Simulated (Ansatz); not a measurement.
Write the native input for Ansatz 0.2.0 that does the following.

```
Task                : relaxation of cell and atoms
Functional          : PBEsol
Potentials or basis : all-electron LAPW, scalar-relativistic
Basis error allowed : 0.001 eV/atom
k mesh              : 9 × 9 × 9
Occupations         : fermi-dirac, width 0.05 eV
Spin                : collinear spin, ferromagnetic start
Starting moments    : [2.0, 1.0] μB
Target pressure     : 20 GPa
```

Crystal: TiCo.

```
Co Ti
1.0
     2.98611    0.00000    0.00000
     0.00000    2.98611    0.00000
     0.00000    0.00000    2.98611
Co Ti
1 1
Cartesian
  1.4931 1.4931 1.4931
  0.0000 0.0000 0.0000
```

The cell comes from a database or a generator and needn't be the stable form of this composition.

These files were run (other wordings do the same):

input.yaml

```yaml
crystal:
  lattice:
    - [2.98611099, 0.0, 0.0]
    - [0.0, 2.98611099, 0.0]
    - [0.0, 0.0, 2.98611099]
  atoms:
    - { symbol: Co, position: [0.5, 0.5, 0.5], spin: 2.0 }
    - { symbol: Ti, position: [0.0, 0.0, 0.0], spin: 1.0 }
kpoints:
  mp_grid: { grid: [9, 9, 9] }
scf:
  occupations: { method: fermi_dirac, width: 0.05 }
hamiltonian:
  xc: pbesol
  pseudopotentials: { kind: all_electron, lapw: { basis_error: 0.001 } }
magnetization:
  spin_polarized: true
output:
  forces: true
  stress: true
relax:
  f_tol: 0.005
  max_steps: 60
  cell: { p_target: 20 }
```

Potentials or basis: all-electron LAPW, scalar-relativistic.

The run is started by

```console
$ ansatz run input.yaml --threads 2 --pin off --max-ram 6144MiB --backend cpu --events-out ev --progress --plain --runs-dir out
```

It gave:

```
Relaxed volume                                         : 11.61 Å³/atom
Relaxed cell                                           : a = 2.853 Å, b = 2.853 Å, c = 2.853 Å, α = 90.00°, β = 90.00°, γ = 90.00°
Space group after relaxing (to 0.05 Å)                 : Pm-3m (No. 221)
Energy change on relaxing (the enthalpy is what falls) : +45.0 meV/atom
Ionic steps                                            : 5
Pressure after relaxing                                : 20.0 GPa
Net moment                                             : 0.49 μB per cell
Absolute moment                                        : 0.56 μB per cell
Site moments                                           : Co +0.51; Ti +0.00 μB
```

Run time: 43 s on 2 threads of Arm Neoverse V2 (shared host), peak memory 0.43 GiB.
